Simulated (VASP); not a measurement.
# Al (Pm-3m) in VASP: notebook

One crystal, Al, is run at these levels: BLYP; tasks: single point.

Program: VASP 6.6.1. These are calculated values, not measurements. Logs are shortened: lines on timing, memory, paths and dates and some standing lists are left out, and cuts for length are marked.

**1. The crystal as given**

It takes space group Pm-3m (No. 221, cubic). Conventional cell: a = 2.788 Å, b = 2.788 Å, c = 2.788 Å, α = 90.00°, β = 90.00°, γ = 90.00°. Al (site symmetry m-3m) is surrounded by 6 Al at 2.79 Å.

This isn't the form of Al at room conditions, which is fcc.

**2. Single point, BLYP**

File INCAR:

```
PREC = Accurate
ENCUT = 520
EDIFF = 1E-6
ISMEAR = -1
SIGMA = 0.1
LREAL = False
LASPH = True
NELM = 80
ALGO = Fast
ISIF = 2
LWAVE = False
LCHARG = False
GGA = B5
ALDAX = 1.0
AGGAX = 1.0
AGGAC = 1.0
ALDAC = 0.0
NBANDS = 8
```

File KPOINTS:

```
Automatic mesh
0
Gamma
  18 18 18
```

File POSCAR:

```
Al
1.0
    2.7880337154      0.0000000000      0.0000000000
    0.0000000000      2.7880337154      0.0000000000
    0.0000000000      0.0000000000      2.7880337154
Al
1
Direct
    0.0000000000      0.0000000000      0.0000000000
```

Potentials or basis: VASP PAW PBE potentials, release 64 (Al).

Command:

```bash
cat potpaw_PBE.64/Al/POTCAR > POTCAR
mpirun -np 1 vasp_std > vasp.out
```

OUTCAR:

```text
PREC = Accurate
   ENCUT = 520
   EDIFF = 1E-6
   ISMEAR = -1
   LREAL = False
   LASPH = True
   NELM = 80
   ISIF = 2
   GGA = B5

 ion  position               nearest neighbor table
   1  0.000  0.000  0.000-

  LATTYP: Found a simple cubic cell.
 ALAT       =     2.7880337154

  Lattice vectors:

 A1 = (   2.7880337154,   0.0000000000,   0.0000000000)
 A2 = (   0.0000000000,   2.7880337154,   0.0000000000)
 A3 = (   0.0000000000,   0.0000000000,   2.7880337154)

Analysis of symmetry for initial positions (statically):
=====================================================================
 Subroutine PRICEL returns:
 Original cell was already a primitive cell.

 Routine SETGRP: Setting up the symmetry group for a
 simple cubic supercell.

 Subroutine GETGRP returns: Found 48 space group operations
 (whereof 48 operations were pure point group operations)
 out of a pool of 48 trial point group operations.

The static configuration has the point symmetry O_h .

Analysis of symmetry for dynamics (positions and initial velocities):
=====================================================================
 Subroutine PRICEL returns:
 Original cell was already a primitive cell.

 Routine SETGRP: Setting up the symmetry group for a
 simple cubic supercell.

 Subroutine GETGRP returns: Found 48 space group operations
 (whereof 48 operations were pure point group operations)
 out of a pool of 48 trial point group operations.

The dynamic configuration has the point symmetry O_h .

 Subroutine INISYM returns: Found 48 space group operations
 (whereof 48 operations are pure point group operations),
 and found     1 'primitive' translations

----------------------------------------------------------------------------------------

                                     Primitive cell

  volume of cell :      21.6718

  direct lattice vectors                    reciprocal lattice vectors
     2.788033715  0.000000000  0.000000000     0.358675720  0.000000000  0.000000000
     0.000000000  2.788033715  0.000000000     0.000000000  0.358675720  0.000000000
     0.000000000  0.000000000  2.788033715     0.000000000  0.000000000  0.358675720

  length of vectors
     2.788033715  2.788033715  2.788033715     0.358675720  0.358675720  0.358675720

  position of ions in fractional coordinates (direct lattice)
     0.000000000  0.000000000  0.000000000

  ion indices of the primitive-cell ions
   primitive index   ion index
                 1           1

----------------------------------------------------------------------------------------

 KPOINTS: Automatic mesh

Automatic generation of k-mesh.
 Grid dimensions read from file:
 generate k-points for:   18   18   18

 Generating k-lattice:

  Cartesian coordinates                     Fractional coordinates (reciprocal lattice)
     0.019926429  0.000000000  0.000000000     0.055555556  0.000000000  0.000000000
     0.000000000  0.019926429  0.000000000     0.000000000  0.055555556  0.000000000
     0.000000000  0.000000000  0.019926429     0.000000000  0.000000000  0.055555556

  Length of vectors
     0.019926429  0.019926429  0.019926429

  Shift w.r.t. Gamma in fractional coordinates (k-lattice)
     0.000000000  0.000000000  0.000000000

 Subroutine IBZKPT returns following result:
 ===========================================

 Found    220 irreducible k-points:

 Following reciprocal coordinates:
            Coordinates               Weight
  0.000000  0.000000  0.000000      1.000000
  0.055556  0.000000  0.000000      6.000000
  0.111111  0.000000  0.000000      6.000000
  0.166667  0.000000  0.000000      6.000000
  0.222222  0.000000  0.000000      6.000000
  0.277778  0.000000  0.000000      6.000000
[... 16 lines left out ...]
  0.277778  0.111111  0.000000     24.000000
  0.333333  0.111111  0.000000     24.000000
 [... further k-points ...]
   k-points           NKPTS =    220   k-points in BZ     NKDIM =    220   number of bands    NBANDS=      8
   number of dos      NEDOS =    301   number of ions     NIONS =      1
   total plane-waves  NPLWV =  13824
   dimension x,y,z NGX =    24 NGY =   24 NGZ =   24
   dimension x,y,z NGXF=    48 NGYF=   48 NGZF=   48
   ions per type =               1
   NGX,Y,Z   is equivalent  to a cutoff of  14.31, 14.31, 14.31 a.u.
   NGXF,Y,Z  is equivalent  to a cutoff of  28.62, 28.62, 28.62 a.u.
 SYSTEM =  unknown system
   PREC   = accura    normal or accurate (medium, high low for compatibility)
   ISTART =      0    job   : 0-new  1-cont  2-samecut
   ICHARG =      2    charge: 1-file 2-atom 10-const
   ISPIN  =      1    spin polarized calculation?
   LNONCOLLINEAR =      F non collinear calculations
   LSORBIT =      F    spin-orbit coupling
   LASPH  =      T    aspherical Exc in radial PAW
   ENCUT  =  520.0 eV  38.22 Ry    6.18 a.u.   5.18  5.18  5.18*2*pi/ulx,y,z
   NELM   =     80;   NELMIN=  2; NELMDL= -5     # of ELM steps
   EDIFF  = 0.1E-05   stopping-criterion for ELM
   LREAL  =      F    real-space projection
   EDIFFG = 0.1E-04   stopping-criterion for IOM
   NSW    =      0    number of steps for IOM
   IBRION =     -1    ionic relax: 0-MD 1-quasi-New 2-CG
   NFREE  =      0    steps in history (QN), initial steepest desc. (CG)
   ISIF   =      2    stress and relaxation
   ISYM   =      2    0-nonsym 1-usesym 2-fastsym
   POTIM  = 0.5000    time-step for ionic-motion
   TEBEG  =    0.0;   TEEND  =   0.0 temperature during run
   PSTRESS=    0.0 pullay stress
   NELECT =       3.0000    total number of electrons
   NUPDOWN=      -1.0000    fix difference up-down
   EMIN   =  10.00;   EMAX   =-10.00  energy-range for DOS
   EFERMI =   0.00;   METHOD = LEGACY
   ISMEAR =    -1;   SIGMA  =   0.10  broadening in eV -4-tet -1-fermi 0-gaus
   EFERMI_NEDOS =   21; number of points for ismear=-14 and -15
   IALGO  =     68    algorithm
   IMIX   =      4    mixing-type and parameters
     AMIX     =   0.40;   BMIX     =  1.00
     AMIX_MAG =   1.60;   BMIX_MAG =  1.00
  volume/ion in A,a.u.               =      21.67       146.25
  Fermi-wavevector in a.u.,A,eV,Ry     =   0.846871  1.600354  9.757968  0.717190
  Thomas-Fermi vector in A             =   1.962287
   LORBIT       =      0    0 simple, 1 ext, 2 COOP (PROOUT), +10 PAW based schemes
   GGA     = B5    functional components
   LHFCALC =     F    Hartree Fock is set to
   AEXX    =    0.0000 exact exchange contribution
   IVDW    =     0    specifies the selected vdW correction
   LEPSILON=     F    determine dielectric tensor
   LRPA    =     F    only Hartree local field effects (RPA)
 non-spin polarized calculation
 RMM-DIIS sequential band-by-band and
  energy-cutoff  :      520.00
  volume of cell :       21.67
 maximum number of plane-waves:       624
 NGX is ok and might be reduce to    24
   NGX = 11   NGY = 11   NGZ = 11

 number of electron       3.0000000 magnetization

 Free energy of the ion-electron system (eV)
  ---------------------------------------------------
  ext. energy  EPLUGINS =         0.00000000
  ---------------------------------------------------
  free energy    TOTEN  =        -2.54022755 eV

  energy without entropy =       -2.52263318  energy(sigma->0) =       -2.53143036

 E-fermi :   5.4815     XC(G=0):  -8.5626

 val. band max:        5.4739232981   @ k =   0.3889   0.3889   0.0556
 cond. band min:       5.4956984239   @ k =   0.5000   0.3889   0.2778
 fundamental gap:      0.0217751257
 Fermi energy:         5.4815141495

 k-point     1 :       0.0000    0.0000    0.0000
  band No.  band energies     occupation
      1      -3.6107      2.00000
      2      13.3105      0.00000
      3      13.3105      0.00000
      4      14.0333      0.00000
      5      14.0333      0.00000
      6      14.0333      0.00000
      7      20.3478      0.00000
      8      28.3070      0.00000

 k-point     2 :       0.0556    0.0000    0.0000
  band No.  band energies     occupation
      1      -3.5532      2.00000
      2      12.0520      0.00000
      3      13.3580      0.00000
      4      14.0817      0.00000
      5      14.0817      0.00000
      6      15.1905      0.00000
      7      20.5792      0.00000
      8      27.8156      0.00000

 k-point     3 :       0.1111    0.0000    0.0000
  band No.  band energies     occupation
      1      -3.3808      2.00000
      2      10.4770      0.00000
      3      13.4988      0.00000
      4      14.2266      0.00000
      5      14.2266      0.00000
      6      16.4363      0.00000
      7      21.2912      0.00000
      8      26.6984      0.00000

 k-point     4 :       0.1667    0.0000    0.0000
  band No.  band energies     occupation
      1      -3.0944      2.00000
      2       8.9199      0.00000
      3      13.7285      0.00000
      4      14.4674      0.00000
      5      14.4674      0.00000
      6      17.4336      0.00000
      7      22.4568      0.00000
      8      25.3829      0.00000

 k-point     5 :       0.2222    0.0000    0.0000
  band No.  band energies     occupation
      1      -2.6957      2.00000
      2       7.4196      0.00000
      3      14.0375      0.00000
      4      14.8020      0.00000
      5      14.8020      0.00000
      6      18.2456      0.00000
      7      23.8872      0.00000
      8      24.0506      0.00000
[... 177 lines left out ...]
 k-point    22 :       0.2222    0.1111    0.0000
  band No.  band energies     occupation
      1      -2.4667      2.00000
      2       7.5930      0.00000
      3      11.4744      0.00000
      4      14.9935      0.00000
      5      16.1126      0.00000
      6      19.8444      0.00000
      7      21.8161      0.00000
      8      24.2573      0.00000

 k-point    23 :       0.2778    0.1111    0.0000
  band No.  band energies     occupation
      1      -1.9592      2.00000
      2       6.1918      0.00164
      3      11.8837      0.00000
      4      15.4171      0.00000
      5      16.5009      0.00000
      6      20.1464      0.00000
      7      21.0188      0.00000
      8      22.9408      0.00000

 k-point    24 :       0.3333    0.1111    0.0000
  band No.  band energies     occupation
      1      -1.3480      2.00000
      2       4.8714      1.99553
      3      12.3730      0.00000
      4      15.9215      0.00000
      5      16.8674      0.00000
      6      19.3255      0.00000
      7      21.3876      0.00000
      8      21.7641      0.00000

 [... further k-points ...]

------------------------ aborting loop because EDIFF is reached ----------------------------------------

  FORCE on cell =-STRESS in cart. coord.  units (eV):
  Direction    XX          YY          ZZ          XY          YZ          ZX
  --------------------------------------------------------------------------------------
  -------------------------------------------------------------------------------------
  Total        0.0016078      0.0016078      0.0016078     -0.0000000      0.0000000     -0.0000000
  in kB        0.1188643      0.1188643      0.1188643     -0.0000000      0.0000000     -0.0000000
  external PRESSURE =       0.1188643 kB  Pullay stress =       0.0000000 kB

 VOLUME and BASIS-vectors are now :
 -----------------------------------------------------------------------------
  energy-cutoff  :      520.00
  volume of cell :       21.67
      direct lattice vectors                 reciprocal lattice vectors
     2.788033715  0.000000000  0.000000000     0.358675720  0.000000000  0.000000000
     0.000000000  2.788033715  0.000000000     0.000000000  0.358675720  0.000000000
     0.000000000  0.000000000  2.788033715     0.000000000  0.000000000  0.358675720

 POSITION                                       TOTAL-FORCE (eV/Angst)
 -----------------------------------------------------------------------------------
      0.00000      0.00000      0.00000         0.000000      0.000000      0.000000
 -----------------------------------------------------------------------------------
    total drift:                                0.000000      0.000000      0.000000

  FREE ENERGIE OF THE ION-ELECTRON SYSTEM (eV)
  ---------------------------------------------------
  free  energy   TOTEN  =        -2.5402275464 eV

  energy  without entropy=       -2.5226331812  energy(sigma->0) =       -2.53143036
```

It took 23 s on 1 thread of Intel Xeon Platinum 8259CL at 2.50GHz (Skylake/Cascade Lake), shared host; peak memory 0.15 GiB.

Results:

```
Free energy            : -2.5402 eV
Pressure               : 0.0 GPa
Band gap on the k mesh : none (metal or under the smearing width)
```

Caveat: the PAW data sets were made with another functional, which shifts forces and pressure a little.

(Part 1 of 2 ends here.)
